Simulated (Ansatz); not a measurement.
A plane-wave DFT run in Ansatz 0.2.0 (scalar-relativistic PAW potentials unless the input names others): input and command.

```yaml
crystal:
  lattice:
    - [3.9732776036, 0.0, 0.0]
    - [-1.9866388018, 3.440959341, 0.0]
    - [0.0, 0.0, 28.4083337189]
  atoms:
    - { symbol: Se, position: [0.0, 0.0, 0.2640070366] }
    - { symbol: In, position: [0.6666666667, 0.3333333333, 0.3085808055] }
    - { symbol: In, position: [0.6666666667, 0.3333333333, 0.4051086875] }
    - { symbol: Se, position: [0.0, 0.0, 0.4497449051] }
    - { symbol: Se, position: [0.6666666667, 0.3333333333, 0.5502550949] }
    - { symbol: In, position: [0.3333333333, 0.6666666667, 0.5948288638] }
    - { symbol: In, position: [0.3333333333, 0.6666666667, 0.6913567458] }
    - { symbol: Se, position: [0.6666666667, 0.3333333333, 0.7359929634] }
kpoints:
  mp_grid: { grid: [9, 9, 1] }
hamiltonian:
  xc: pbesol
  pseudopotentials: { kind: paw_fr }
scf:
  occupations: { method: gaussian, width: 0.05 }
output:
  forces: true
  eigenvalues: true
  stress: true
efield:
  axis: 3
  dipole_correction: true
  ramp_width: 0.04
magnetization:
  noncollinear: true
  spin_orbit: true
```

```bash
ansatz run input.yaml --threads 4 --pin off --max-ram 8192MiB --backend cpu --events-out ev --progress --plain --runs-dir out
```

Abridged log:
```
Basis set: ecut = 420 eV, 7643 PW (Γ), exchange–correlation on 54×54×384 points (8 copies of the dense FFT grid, shifted against one another)
Bands: 140, of which v1, the nominal top of the filled ones, is band 116 counted from 1 (115 counted from 0)
Symmetry: 6 space group operations + 6 with time reversal
k-points: 12 of 81 (time reversal used)
SCF iter   1: F=—  HF=-43811.312415 eV  |F-HF|=—  |Δ(HF+E_count)|=         —  Δρ=2.26e-2  dr2=3.38e0  dr2_m=0.00e0 (ungated) ethr=2.91e-3  |M|=0.00e0 ∫|m|=0.00e0 μB  |m|>n=0.0e0 m-floor=0.0e0 τ_xc=0.0e0  β_m=0.30  p= 0.000 e·Å  D=-1.38e-9 V/Å  ΔV_dip=0.00 eV  dr2_dipole=7.92e-6  V_vac-E_F(+/−)=5.68/5.68 eV  ⟨swp⟩=3.6  Hψ=10434  notcnv=0
efield: sawtooth ramp at fractional position 0.9800 (placed from the atoms, in the widest stretch of the axis that holds none; the zero of the levels goes with the place), width 0.0400; the density the first Hamiltonian is built on has a dipole p =  0.000 e·Å; the dipole correction subtracts the counter field D = -1.38e-9 V/Å, which shifts the + side's vacuum level by +0.00 eV against the − side's; the planar-averaged density in the ramp window peaks in size at 4.0e-6 e/Å³
spin=Noncollinear: Resta preconditioning applied to the charge; magnetization (m_x, m_y, m_z) channels mix plain (no charge-response kernel on spin).
SCF iter   2: F=—  HF=-43810.599917 eV  |F-HF|=—  |Δ(HF+E_count)|=   7.12e-1  Δρ=1.46e-2  dr2=9.82e-1  dr2_m=0.00e0 (ungated) ethr=2.91e-3  |M|=0.00e0 ∫|m|=0.00e0 μB  |m|>n=0.0e0 m-floor=0.0e0 τ_xc=0.0e0  β_m=0.46  p=-0.001 e·Å  D=-3.12e-4 V/Å  ΔV_dip=0.01 eV  dr2_dipole=8.57e-7  V_vac-E_F(+/−)=5.61/5.60 eV  ⟨swp⟩=2.7  Hψ=2267  notcnv=0  defer=18
SCF iter   3: F=—  HF=-43810.390052 eV  |F-HF|=—  |Δ(HF+E_count)|=   2.10e-1  Δρ=5.95e-3  dr2=9.78e-2  dr2_m=0.00e0 (ungated) ethr=8.47e-4  |M|=0.00e0 ∫|m|=0.00e0 μB  |m|>n=0.0e0 m-floor=0.0e0 τ_xc=0.0e0  β_m=0.58  p=0.001 e·Å  D=2.53e-4 V/Å  ΔV_dip=-0.01 eV  dr2_dipole=4.62e-5  V_vac-E_F(+/−)=5.22/5.23 eV  ⟨swp⟩=2.5  Hψ=2832  notcnv=0  defer=186
SCF iter   4: F=—  HF=-43810.384212 eV  |F-HF|=—  |Δ(HF+E_count)|=   5.84e-3  Δρ=1.24e-3  dr2=5.88e-3  dr2_m=0.00e0 (ungated) ethr=8.43e-5  |M|=0.00e0 ∫|m|=0.00e0 μB  |m|>n=0.0e0 m-floor=0.0e0 τ_xc=0.0e0  β_m=0.64  p=-0.005 e·Å  D=-2.13e-3 V/Å  ΔV_dip=0.06 eV  dr2_dipole=3.96e-4  V_vac-E_F(+/−)=5.09/5.03 eV  ⟨swp⟩=2.3  Hψ=2024  notcnv=0  defer=192
SCF iter   5: F=—  HF=-43810.385736 eV  |F-HF|=—  |Δ(HF+E_count)|=   1.52e-3  Δρ=4.27e-4  dr2=4.49e-3  dr2_m=0.00e0 (ungated) ethr=5.07e-6  |M|=0.00e0 ∫|m|=0.00e0 μB  |m|>n=0.0e0 m-floor=0.0e0 τ_xc=0.0e0  β_m=0.64  p=0.008 e·Å  D=3.91e-3 V/Å  ΔV_dip=-0.11 eV  dr2_dipole=2.51e-3  V_vac-E_F(+/−)=4.99/5.10 eV  ⟨swp⟩=2.0  Hψ=2159  notcnv=0  defer=192
SCF iter   6: F=—  HF=-43810.385355 eV  |F-HF|=—  |Δ(HF+E_count)|=   3.81e-4  Δρ=2.40e-4  dr2=7.56e-4  dr2_m=0.00e0 (ungated) ethr=3.87e-6  |M|=0.00e0 ∫|m|=0.00e0 μB  |m|>n=0.0e0 m-floor=0.0e0 τ_xc=0.0e0  β_m=0.65  p=-0.005 e·Å  D=-2.28e-3 V/Å  ΔV_dip=0.06 eV  dr2_dipole=4.48e-4  V_vac-E_F(+/−)=5.05/4.99 eV  ⟨swp⟩=1.9  Hψ=1759  notcnv=0  defer=192
SCF iter   7: F=—  HF=-43810.385430 eV  |F-HF|=—  |Δ(HF+E_count)|=   7.47e-5  Δρ=1.01e-4  dr2=2.01e-4  dr2_m=0.00e0 (ungated) ethr=6.52e-7  |M|=0.00e0 ∫|m|=0.00e0 μB  |m|>n=0.0e0 m-floor=0.0e0 τ_xc=0.0e0  β_m=0.64  p=-0.001 e·Å  D=-4.01e-4 V/Å  ΔV_dip=0.01 eV  dr2_dipole=8.18e-8  V_vac-E_F(+/−)=5.02/5.01 eV  ⟨swp⟩=2.0  Hψ=1718  notcnv=0  defer=192
SCF iter   8: F=—  HF=-43810.385442 eV  |F-HF|=—  |Δ(HF+E_count)|=   1.26e-5  Δρ=5.29e-5  dr2=7.10e-5  dr2_m=0.00e0 (ungated) ethr=1.73e-7  |M|=0.00e0 ∫|m|=0.00e0 μB  |m|>n=0.0e0 m-floor=0.0e0 τ_xc=0.0e0  β_m=0.57  p=-0.002 e·Å  D=-7.06e-4 V/Å  ΔV_dip=0.02 eV  dr2_dipole=1.03e-5  V_vac-E_F(+/−)=5.03/5.01 eV  ⟨swp⟩=1.8  Hψ=1870  notcnv=0  defer=200
SCF iter   9: F=—  HF=-43810.385553 eV  |F-HF|=—  |Δ(HF+E_count)|=   1.11e-4  Δρ=2.14e-5  dr2=8.08e-6  dr2_m=0.00e0 (ungated) ethr=6.12e-8  |M|=0.00e0 ∫|m|=0.00e0 μB  |m|>n=0.0e0 m-floor=0.0e0 τ_xc=0.0e0  β_m=0.63  p=-0.001 e·Å  D=-5.20e-4 V/Å  ΔV_dip=0.01 eV  dr2_dipole=1.08e-6  V_vac-E_F(+/−)=5.02/5.01 eV  ⟨swp⟩=1.6  Hψ=1685  notcnv=0  defer=200
SCF iter  10: F=—  HF=-43810.385553 eV  |F-HF|=—  |Δ(HF+E_count)|=   5.32e-7  Δρ=5.10e-6  dr2=3.39e-7  dr2_m=0.00e0 (ungated) ethr=6.96e-9  |M|=0.00e0 ∫|m|=0.00e0 μB  |m|>n=0.0e0 m-floor=0.0e0 τ_xc=0.0e0  β_m=0.71  p=-0.001 e·Å  D=-4.45e-4 V/Å  ΔV_dip=0.01 eV  dr2_dipole=2.71e-8  V_vac-E_F(+/−)=5.02/5.01 eV  ⟨swp⟩=2.0  Hψ=2115  notcnv=0  defer=200
SCF iter  11: F=-43810.385553 eV  HF=-43810.385553 eV  |F-HF|=2.12e-8  |Δ(HF+E_count)|=   1.16e-7  Δρ=1.56e-6  dr2=3.31e-8  dr2_m=0.00e0 (ungated) ethr=8.62e-11  |M|=0.00e0 ∫|m|=0.00e0 μB  |m|>n=0.0e0 m-floor=0.0e0 τ_xc=0.0e0  p=-0.001 e·Å  D=-4.34e-4 V/Å  ΔV_dip=0.01 eV  dr2_dipole=5.33e-10  V_vac-E_F(+/−)=5.02/5.01 eV  ⟨swp⟩=13.5  Hψ=8455  notcnv=0
SCF 1 converged in 11 iterations: F = -43810.385553 eV  dr2 = 3.31e-8
SCF converged after 11 iterations
Magnetization: |M| = 0.0000 μB, M = (+0.0000, +0.0000, +0.0000) μB
Absolute magnetization: 0.0000 μB (∫|m|)
  site 0: m = (+0.0000, +0.0000, +0.0000) μB, |m| = 0.0000 μB  (R = 1.08 Å)
  site 1: m = (+0.0000, +0.0000, +0.0000) μB, |m| = 0.0000 μB  (R = 1.08 Å)
  site 2: m = (+0.0000, +0.0000, +0.0000) μB, |m| = 0.0000 μB  (R = 1.08 Å)
  site 3: m = (+0.0000, +0.0000, +0.0000) μB, |m| = 0.0000 μB  (R = 1.08 Å)
  site 4: m = (+0.0000, +0.0000, +0.0000) μB, |m| = 0.0000 μB  (R = 1.08 Å)
  site 5: m = (+0.0000, +0.0000, +0.0000) μB, |m| = 0.0000 μB  (R = 1.08 Å)
  site 6: m = (+0.0000, +0.0000, +0.0000) μB, |m| = 0.0000 μB  (R = 1.08 Å)
  site 7: m = (+0.0000, +0.0000, +0.0000) μB, |m| = 0.0000 μB  (R = 1.08 Å)
Free energy (F): -43810.385553 eV
Harris-Foulkes:  -43810.385553 eV  (|F-HF|=2.12e-8)
Internal energy: -43810.385553 eV  (E = F + TS)
E sigma→0 (E₀):  -43810.385553 eV
Fermi energy:    2.422385 eV
Dipole field:    D = -0.000411 V/Å  (p = -0.000883 e·Å, saw-weighted, corrected)
Work function:   Φ+ = 5.0199 eV   Φ− = 5.0082 eV
Levels:          The Fermi level and band energies are counted from a zero that moves with the ramp; work functions are not
--- Forces (eV/Å), atoms counted from 1 ---
  atom   1  Se     0.00000000     0.00000000    -0.20445354
  atom   2  In     0.00000000     0.00000000     0.03135637
  atom   3  In     0.00000000     0.00000000    -0.05780295
  atom   4  Se     0.00000000     0.00000000     0.13701067
  atom   5  Se     0.00000000     0.00000000    -0.14068204
  atom   6  In     0.00000000     0.00000000     0.06248897
  atom   7  In     0.00000000     0.00000000    -0.02045370
  atom   8  Se     0.00000000     0.00000000     0.19252516
--- Stress (GPa, compression-positive) ---
        0.787520       0.000000       0.000000
        0.000000       0.787520       0.000000
        0.000000       0.000000       0.951789
  P = ⅓ Tr σ = 0.8423 GPa (8.423 kbar)
```

Apart from outputs and empty bands, the input differs from a reference run on usual settings in hamiltonian.xc: "lda" → "pbesol"; hamiltonian.pseudopotentials: not typed → {"kind": "paw_fr"}; magnetization: not typed → {"noncollinear": true, "spin_orbit": true}; basis.ecutwfc: 420 → not typed. The reference, at the same geometry (not necessarily relaxed), gave pressure -0.13 GPa (averaged over a cell that holds vacuum), largest force 0.035 eV/Å, gap on the mesh 0.96 eV. This run converged in 11 SCF iterations (reference: 9) with a total energy on another zero (with these potentials totals step by a constant when spin–orbit coupling is switched, so their difference is no spin–orbit energy), pressure 0.84 GPa (averaged over a cell that holds vacuum), largest force 0.204 eV/Å, gap on the mesh 1.05 eV.

The run took 45 s on 4 threads of Intel(R) Xeon(R) 6975P-C (Granite Rapids), with other jobs on the host, peak memory 4.1 GiB.